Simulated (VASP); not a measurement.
# Pb (P6_3/mmc) in VASP: further runs

One crystal, Pb, is run at these levels: RPBE; tasks: single point, relaxation of cell and atoms.

Everything below comes from runs of VASP 6.6.1. Logs are shortened: lines on timing, memory, paths and dates and some standing lists are left out, and cuts for length are marked.

### Step 1. The structure

It takes space group P6_3/mmc (No. 194, hexagonal). Conventional cell: a = 3.621 Å, b = 3.621 Å, c = 11.699 Å, α = 90.00°, β = 90.00°, γ = 120.00°. Around Pb (site symmetry -3m) lie 12 Pb at 3.60 to 3.62 Å. Around Pb (site symmetry -6m2) lie 12 Pb at 3.60 to 3.62 Å.

This isn't the form of Pb at room conditions, which is fcc.

### Step 2. Single point, RPBE

INCAR reads:

```
PREC = Accurate ; ENCUT = 520
EDIFF = 1E-6 ; ISMEAR = -1
SIGMA = 0.1 ; LREAL = False
LASPH = True ; NELM = 100
ALGO = Fast ; ISIF = 2
LWAVE = False ; LCHARG = False
GGA = RP ; NBANDS = 36
```

KPOINTS reads:

```
regular mesh
0
Gamma
  13 13 4
```

POSCAR reads:

```
Pb
1.0
    3.6211112557      0.0000000000      0.0000000000
   -1.8105556279      3.1359743374      0.0000000000
    0.0000000000      0.0000000000     11.6989255272
Pb
4
Direct
    1.0000000000      0.0000000000      1.0000000000
    0.0000000000      0.0000000000      0.5000000000
    0.3333333333      0.6666666667      0.2500000000
    0.6666666667      0.3333333333      0.7500000000
```

Potentials or basis: VASP PAW PBE potentials, release 64 (Pb_d).

On the command line:

```sh
$ cat potpaw_PBE.64/Pb_d/POTCAR > POTCAR
$ mpirun -np 1 vasp_std > vasp.out
```

OUTCAR:

```text
PREC = Accurate
   ENCUT = 520
   EDIFF = 1E-6
   ISMEAR = -1
   LREAL = False
   LASPH = True
   NELM = 100
   ISIF = 2
   GGA = RP

 ion  position               nearest neighbor table
   1  0.000  0.000  0.000-   3 3.60   4 3.60   4 3.60   3 3.60   4 3.60   3 3.60
   2  0.000  0.000  0.500-   3 3.60   4 3.60   4 3.60   3 3.60   4 3.60   3 3.60
   3  0.333  0.667  0.250-   1 3.60   2 3.60   1 3.60   2 3.60   1 3.60   2 3.60
   4  0.667  0.333  0.750-   1 3.60   2 3.60   1 3.60   2 3.60   1 3.60   2 3.60

  LATTYP: Found a hexagonal cell.
 ALAT       =     3.6211112557
 C/A-ratio  =     3.2307556165

  Lattice vectors:

 A1 = (   3.6211112557,   0.0000000000,   0.0000000000)
 A2 = (  -1.8105556279,   3.1359743374,   0.0000000000)
 A3 = (   0.0000000000,   0.0000000000,  11.6989255272)

Analysis of symmetry for initial positions (statically):
=====================================================================
 Subroutine PRICEL returns:
 Original cell was already a primitive cell.

 Routine SETGRP: Setting up the symmetry group for a
 hexagonal supercell.

 Subroutine GETGRP returns: Found 24 space group operations
 (whereof 12 operations were pure point group operations)
 out of a pool of 24 trial point group operations.

The static configuration has the point symmetry D_3d.
 The point group associated with its full space group is D_6h.

Analysis of symmetry for dynamics (positions and initial velocities):
=====================================================================
 Subroutine PRICEL returns:
 Original cell was already a primitive cell.

 Routine SETGRP: Setting up the symmetry group for a
 hexagonal supercell.

 Subroutine GETGRP returns: Found 24 space group operations
 (whereof 12 operations were pure point group operations)
 out of a pool of 24 trial point group operations.

The dynamic configuration has the point symmetry D_3d.
 The point group associated with its full space group is D_6h.

 Subroutine INISYM returns: Found 24 space group operations
 (whereof 12 operations are pure point group operations),
 and found     1 'primitive' translations

----------------------------------------------------------------------------------------

                                     Primitive cell

  volume of cell :     132.8496

  direct lattice vectors                    reciprocal lattice vectors
     3.621111256  0.000000000  0.000000000     0.276158320  0.159440080  0.000000000
    -1.810555628  3.135974337  0.000000000     0.000000000  0.318880160  0.000000000
     0.000000000  0.000000000 11.698925527     0.000000000  0.000000000  0.085477935

  length of vectors
     3.621111256  3.621111256 11.698925527     0.318880160  0.318880160  0.085477935

  position of ions in fractional coordinates (direct lattice)
     0.000000000  0.000000000  0.000000000
     0.000000000  0.000000000  0.500000000
     0.333333333  0.666666667  0.250000000
     0.666666667  0.333333333  0.750000000

  ion indices of the primitive-cell ions
   primitive index   ion index
                 1           1
                 2           2
                 3           3
                 4           4

----------------------------------------------------------------------------------------

 KPOINTS: regular mesh

Automatic generation of k-mesh.
 Grid dimensions read from file:
 generate k-points for:   13   13    4

 Generating k-lattice:

  Cartesian coordinates                     Fractional coordinates (reciprocal lattice)
     0.021242948  0.012264622  0.000000000     0.076923077  0.000000000  0.000000000
     0.000000000  0.024529243  0.000000000     0.000000000  0.076923077  0.000000000
     0.000000000  0.000000000  0.021369484     0.000000000  0.000000000  0.250000000

  Length of vectors
     0.024529243  0.024529243  0.021369484

  Shift w.r.t. Gamma in fractional coordinates (k-lattice)
     0.000000000  0.000000000  0.000000000

 Subroutine IBZKPT returns following result:
 ===========================================

 Found     63 irreducible k-points:

 Following reciprocal coordinates:
            Coordinates               Weight
  0.000000  0.000000  0.000000      1.000000
  0.076923 -0.000000  0.000000      6.000000
  0.153846 -0.000000  0.000000      6.000000
  0.230769 -0.000000  0.000000      6.000000
  0.307692 -0.000000  0.000000      6.000000
  0.384615 -0.000000  0.000000      6.000000
[... 16 lines left out ...]
  0.076923 -0.000000  0.250000     12.000000
  0.153846 -0.000000  0.250000     12.000000
 [... further k-points ...]
   k-points           NKPTS =     63   k-points in BZ     NKDIM =     63   number of bands    NBANDS=     36
   number of dos      NEDOS =    301   number of ions     NIONS =      4
   total plane-waves  NPLWV =  70560
   dimension x,y,z NGX =    28 NGY =   28 NGZ =   90
   dimension x,y,z NGXF=    56 NGYF=   56 NGZF=  180
   ions per type =               4
   NGX,Y,Z   is equivalent  to a cutoff of  12.85, 12.85, 12.79 a.u.
   NGXF,Y,Z  is equivalent  to a cutoff of  25.71, 25.71, 25.58 a.u.
 SYSTEM =  unknown system
   PREC   = accura    normal or accurate (medium, high low for compatibility)
   ISTART =      0    job   : 0-new  1-cont  2-samecut
   ICHARG =      2    charge: 1-file 2-atom 10-const
   ISPIN  =      1    spin polarized calculation?
   LNONCOLLINEAR =      F non collinear calculations
   LSORBIT =      F    spin-orbit coupling
   LASPH  =      T    aspherical Exc in radial PAW
   ENCUT  =  520.0 eV  38.22 Ry    6.18 a.u.   6.73  6.73 21.75*2*pi/ulx,y,z
   NELM   =    100;   NELMIN=  2; NELMDL= -5     # of ELM steps
   EDIFF  = 0.1E-05   stopping-criterion for ELM
   LREAL  =      F    real-space projection
   EDIFFG = 0.1E-04   stopping-criterion for IOM
   NSW    =      0    number of steps for IOM
   IBRION =     -1    ionic relax: 0-MD 1-quasi-New 2-CG
   NFREE  =      0    steps in history (QN), initial steepest desc. (CG)
   ISIF   =      2    stress and relaxation
   ISYM   =      2    0-nonsym 1-usesym 2-fastsym
   POTIM  = 0.5000    time-step for ionic-motion
   TEBEG  =    0.0;   TEEND  =   0.0 temperature during run
   PSTRESS=    0.0 pullay stress
   NELECT =      56.0000    total number of electrons
   NUPDOWN=      -1.0000    fix difference up-down
   EMIN   =  10.00;   EMAX   =-10.00  energy-range for DOS
   EFERMI =   0.00;   METHOD = LEGACY
   ISMEAR =    -1;   SIGMA  =   0.10  broadening in eV -4-tet -1-fermi 0-gaus
   EFERMI_NEDOS =   21; number of points for ismear=-14 and -15
   IALGO  =     68    algorithm
   IMIX   =      4    mixing-type and parameters
     AMIX     =   0.40;   BMIX     =  1.00
     AMIX_MAG =   1.60;   BMIX_MAG =  1.00
  volume/ion in A,a.u.               =      33.21       224.13
  Fermi-wavevector in a.u.,A,eV,Ry     =   1.227488  2.319617 20.500275  1.506728
  Thomas-Fermi vector in A             =   2.362450
   LORBIT       =      0    0 simple, 1 ext, 2 COOP (PROOUT), +10 PAW based schemes
   GGA     = RP    functional components
   LHFCALC =     F    Hartree Fock is set to
   AEXX    =    0.0000 exact exchange contribution
   IVDW    =     0    specifies the selected vdW correction
   LEPSILON=     F    determine dielectric tensor
   LRPA    =     F    only Hartree local field effects (RPA)
 non-spin polarized calculation
 RMM-DIIS sequential band-by-band and
  energy-cutoff  :      520.00
  volume of cell :      132.85
 maximum number of plane-waves:      3607
 NGX is ok and might be reduce to    28
   NGX = 13   NGY = 13   NGZ = 43

 number of electron      55.9999990 magnetization

 Free energy of the ion-electron system (eV)
  ---------------------------------------------------
  ext. energy  EPLUGINS =         0.00000000
  ---------------------------------------------------
  free energy    TOTEN  =       -12.73547029 eV

  energy without entropy =      -12.66934264  energy(sigma->0) =      -12.70240647

 E-fermi :   6.4635     XC(G=0):  -9.6538

 val. band max:        6.4532792956   @ k =   0.2308   0.0769   0.5000
 cond. band min:       6.4915078881   @ k =   0.3846   0.1538   0.2500
 fundamental gap:      0.0382285925
 Fermi energy:         6.4634604782

 k-point     1 :       0.0000    0.0000    0.0000
  band No.  band energies     occupation
      1     -10.6680      2.00000
      2     -10.6582      2.00000
      3     -10.6561      2.00000
      4     -10.6561      2.00000
      5     -10.6527      2.00000
      6     -10.6527      2.00000
[... 28 lines left out ...]
     35      13.0705      0.00000
     36      13.3742      0.00000

 k-point     2 :       0.0769   -0.0000    0.0000
  band No.  band energies     occupation
      1     -10.6665      2.00000
      2     -10.6649      2.00000
      3     -10.6564      2.00000
      4     -10.6523      2.00000
      5     -10.6509      2.00000
      6     -10.6482      2.00000
[... 28 lines left out ...]
     35      13.1596      0.00000
     36      13.2397      0.00000

 k-point     3 :       0.1538   -0.0000    0.0000
  band No.  band energies     occupation
      1     -10.6846      2.00000
      2     -10.6732      2.00000
      3     -10.6668      2.00000
      4     -10.6469      2.00000
      5     -10.6402      2.00000
      6     -10.6316      2.00000
[... 28 lines left out ...]
     35      12.7742      0.00000
     36      13.0605      0.00000
[... 742 lines left out ...]
 k-point    23 :       0.0769   -0.0000    0.2500
  band No.  band energies     occupation
      1     -10.6664      2.00000
      2     -10.6656      2.00000
      3     -10.6562      2.00000
      4     -10.6530      2.00000
      5     -10.6489      2.00000
      6     -10.6451      2.00000
[... 28 lines left out ...]
     35      12.7122      0.00000
     36      13.0484      0.00000

 k-point    24 :       0.1538   -0.0000    0.2500
  band No.  band energies     occupation
      1     -10.6844      2.00000
      2     -10.6779      2.00000
      3     -10.6618      2.00000
      4     -10.6453      2.00000
      5     -10.6417      2.00000
      6     -10.6285      2.00000
[... 28 lines left out ...]
     35      12.4379      0.00000
     36      12.8851      0.00000

 [... further k-points ...]

------------------------ aborting loop because EDIFF is reached ----------------------------------------

  FORCE on cell =-STRESS in cart. coord.  units (eV):
  Direction    XX          YY          ZZ          XY          YZ          ZX
  --------------------------------------------------------------------------------------
  -------------------------------------------------------------------------------------
  Total       -0.1088959     -0.1088959      0.3166134      0.0000000      0.0000000     -0.0000000
  in kB       -1.3132934     -1.3132934      3.8183830      0.0000000      0.0000000     -0.0000000
  external PRESSURE =       0.3972654 kB  Pullay stress =       0.0000000 kB

 VOLUME and BASIS-vectors are now :
 -----------------------------------------------------------------------------
  energy-cutoff  :      520.00
  volume of cell :      132.85
      direct lattice vectors                 reciprocal lattice vectors
     3.621111256  0.000000000  0.000000000     0.276158320  0.159440080  0.000000000
    -1.810555628  3.135974337  0.000000000     0.000000000  0.318880160  0.000000000
     0.000000000  0.000000000 11.698925527     0.000000000  0.000000000  0.085477935

 POSITION                                       TOTAL-FORCE (eV/Angst)
 -----------------------------------------------------------------------------------
      0.00000      0.00000      0.00000        -0.000000      0.000000      0.000000
      0.00000      0.00000      5.84946        -0.000000      0.000000      0.000000
     -0.00000      2.09065      2.92473         0.000000     -0.000000     -0.000000
      1.81056      1.04532      8.77419        -0.000000      0.000000     -0.000000
 -----------------------------------------------------------------------------------
    total drift:                                0.000000     -0.000000      0.000000

  FREE ENERGIE OF THE ION-ELECTRON SYSTEM (eV)
  ---------------------------------------------------
  free  energy   TOTEN  =       -12.7354702909 eV

  energy  without entropy=      -12.6693426408  energy(sigma->0) =      -12.70240647
```

Run time: 6 min. Hardware: 1 thread of Intel Xeon Platinum 8488C (Sapphire Rapids), shared host; peak memory 0.38 GiB.

What came out:

```
Free energy            : -12.7355 eV
Pressure               : 0.0 GPa
Band gap on the k mesh : none (metal or under the smearing width)
```

Levels at points of the mesh, in eV from the Fermi level:
```tsv
k point	band 25	band 26	band 27	band 28	band 29	band 30	band 31	band 32
(0.00, 0.00, 0.00)	-3.78	0.70	0.70	4.96	4.96	5.69	5.69	5.73
(0.00, 0.00, 0.50)	-2.31	-2.31	4.28	4.28	5.17	5.17	5.17	5.17
```

Caveat: the PAW data sets were made with another functional, which shifts forces and pressure a little. The run has no spin-orbit coupling, so splittings on Pb are missing.

### Step 3. Single point, RPBE

INCAR is that of step 2.

KPOINTS reads:

```
Automatic mesh
0
Gamma
  10 10 3
```

POSCAR is that of step 2.

Potentials or basis: VASP PAW PBE potentials, release 64 (Pb_d).

On the command line:

```sh
$ cat potpaw_PBE.64/Pb_d/POTCAR > POTCAR
$ mpirun -np 1 vasp_std > vasp.out
```

It took 2.4 min on 1 thread of Intel Xeon Platinum 8488C (Sapphire Rapids), shared host; peak memory 0.3 GiB.

The run converged. Its results:

| Property | Result |
| --- | --- |
| Free energy | -12.7127 eV |
| Pressure | 0.0 GPa |
| Band gap on the k mesh | none (metal or under the smearing width) |

Levels at points of the mesh, in eV from the Fermi level:
| k point | band 25 | band 26 | band 27 | band 28 | band 29 | band 30 | band 31 | band 32 |
| --- | --- | --- | --- | --- | --- | --- | --- | --- |
| (0.00, 0.00, 0.00) | -3.74 | 0.73 | 0.73 | 5.00 | 5.00 | 5.72 | 5.72 | 5.77 |
| (0.50, 0.00, 0.00) | -3.62 | -3.33 | -2.11 | -1.62 | 0.06 | 0.80 | 1.89 | 3.13 |

Caveat: the PAW data sets were made with another functional, which shifts forces and pressure a little.

### Step 4. Relaxation of cell and atoms, RPBE

This run uses another cell than the first one, of 30.33 Å³/atom, 0.913 times its volume.

INCAR reads:

```
SYSTEM = Pb
PREC = Accurate
ENCUT = 600
EDIFF = 1E-7
ISMEAR = -1
SIGMA = 0.1
LREAL = .FALSE.
LASPH = .TRUE.
NELM = 100
ALGO = Fast
ISIF = 3
LWAVE = .FALSE.
LCHARG = .FALSE.
GGA = RP
IBRION = 2
NSW = 80
EDIFFG = -0.01
```

KPOINTS reads:

```
Automatic mesh
0
G
  10 10 3
  0 0 0
```

POSCAR reads:

```
Pb
1.0
    3.5005272341      0.0000000000      0.0000000000
   -1.7502636171      3.0315455114      0.0000000000
    0.0000000000      0.0000000000     11.4327219467
Pb
4
Direct
    0.0000000000      0.0000000000      0.0000000000
    0.0000000000      0.0000000000      0.5000000000
    0.3333333333      0.6666666667      0.2500000000
    0.6666666667      0.3333333333      0.7500000000
```

On the command line:

```sh
$ cat potpaw_PBE.64/Pb_d/POTCAR > POTCAR
$ mpirun -np 1 vasp_std > vasp.out
```

Wall time 9.5 min (1 thread of Intel Xeon Platinum 8488C (Sapphire Rapids), shared host); peak memory 0.32 GiB.

Results (log left out):

* Free energy: -12.7106 eV
* Relaxed volume: 33.24 Å³/atom
* Relaxed cell: a = 3.624 Å, b = 3.624 Å, c = 11.689 Å, α = 90.00°, β = 90.00°, γ = 120.00°
* Space group after relaxing (to 0.05 Å): P6_3/mmc (No. 194)
* Energy gained by relaxing: 31.8 meV/atom
* Ionic steps: 6
* Pressure after relaxing: 0.0 GPa
* Band gap on the k mesh: none (metal or under the smearing width)

The path:
```csv
step,energy change (eV),largest force (eV/Å),pressure (GPa),volume (Å³)
1,0.0000,0.0000,3.85,121.32
2,-0.1241,0.0000,-0.45,134.57
3,-0.1266,0.0000,0.01,132.74
4,-0.1266,0.0000,-0.05,132.98
5,-0.1270,0.0000,-0.05,132.98
6,-0.1274,0.0000,-0.04,132.97
```

Final structure:
```
Pb
1.0
     3.62428    0.00000    0.00000
    -1.81214    3.13872    0.00000
     0.00000    0.00000   11.68924
Pb
4
Direct
  0.00000 0.00000 0.00000
  0.00000 0.00000 0.50000
  0.33333 0.66667 0.25000
  0.66667 0.33333 0.75000
```

Levels at points of the mesh, in eV from the Fermi level:
```csv
k point,band 25,band 26,band 27,band 28,band 29,band 30,band 31,band 32
"(0.00, 0.00, 0.00)",-3.74,0.74,0.75,4.97,4.97,5.70,5.70,5.75
"(0.50, 0.00, 0.00)",-3.62,-3.32,-2.10,-1.61,0.07,0.80,1.88,3.12
```

Caveat: the PAW data sets were made with another functional, which shifts forces and pressure a little.

### Step 5. Single point, RPBE

This run uses another cell than the first one, of 34.54 Å³/atom, 1.040 times its volume.

INCAR reads:

```
SYSTEM = Pb
ALGO = Fast
EDIFF = 1E-6
ENCUT = 520
GGA = RP
ISIF = 2
ISMEAR = -1
LASPH = .TRUE.
LCHARG = .TRUE.
LELF = .TRUE.
LREAL = .FALSE.
LVHAR = .TRUE.
LWAVE = .FALSE.
NBANDS = 36
NELM = 80
PREC = Accurate
SIGMA = 0.1
```

KPOINTS reads:

```
k-points
0
G
  11 11 3
  0 0 0
```

POSCAR reads:

```
Pb
1.0
    3.6687629210      0.0000000000      0.0000000000
   -1.8343814605      3.1772418901      0.0000000000
    0.0000000000      0.0000000000     11.8528764125
Pb
4
Direct
    1.0000000000      0.0000000000      1.0000000000
    0.0000000000      0.0000000000      0.5000000000
    0.3333333333      0.6666666667      0.2500000000
    0.6666666667      0.3333333333      0.7500000000
```

On the command line:

```sh
$ cat potpaw_PBE.64/Pb_d/POTCAR > POTCAR
$ mpirun -np 1 vasp_std > vasp.out
```

It took 2.6 min on 1 thread of Intel Xeon Platinum 8488C (Sapphire Rapids), shared host; peak memory 0.3 GiB.

Results (log left out):

| Item | Value |
| --- | --- |
| Free energy | -12.6947 eV |
| Pressure | -1.2 GPa |
| Band gap on the k mesh | none (metal or under the smearing width) |

Stress tensor (GPa, compression positive):
```
-1.26  0.00  0.00
 0.00 -1.26  0.00
 0.00  0.00 -1.13
```

Levels at points of the mesh, in eV from the Fermi level:
| k point | band 25 | band 26 | band 27 | band 28 | band 29 | band 30 | band 31 | band 32 |
| --- | --- | --- | --- | --- | --- | --- | --- | --- |
| (0.00, 0.00, 0.00) | -3.60 | 0.63 | 0.64 | 4.76 | 4.76 | 5.45 | 5.45 | 5.50 |

Caveat: the PAW data sets were made with another functional, which shifts forces and pressure a little. Spin-orbit coupling is left out, which matters for the levels of Pb.

### Step 6. Summary

```csv
task,cell,k mesh,cutoff (eV),gap on the mesh (eV),pressure (GPa)
single point,"P6_3/mmc, 33.21 Å³/atom",13 × 13 × 4,520,none,0.0
single point,"P6_3/mmc, 33.21 Å³/atom",10 × 10 × 3,520,none,0.0
relaxation of cell and atoms,relaxed,10 × 10 × 3,600,none,0.0
single point,"P6_3/mmc, 34.54 Å³/atom",11 × 11 × 3,520,none,-1.2
```

Alike in all rows: level RPBE; potentials or basis VASP PAW PBE potentials, release 64 (Pb_d); no spin polarisation; smearing fermi-dirac 0.1 eV.

Every run on the cell as given and a fine mesh finds a metal.

Caveats: the PAW data sets were made with another functional, which shifts forces and pressure a little.

Total energies depend on the potentials used, so only differences within one code and one set of settings carry meaning.
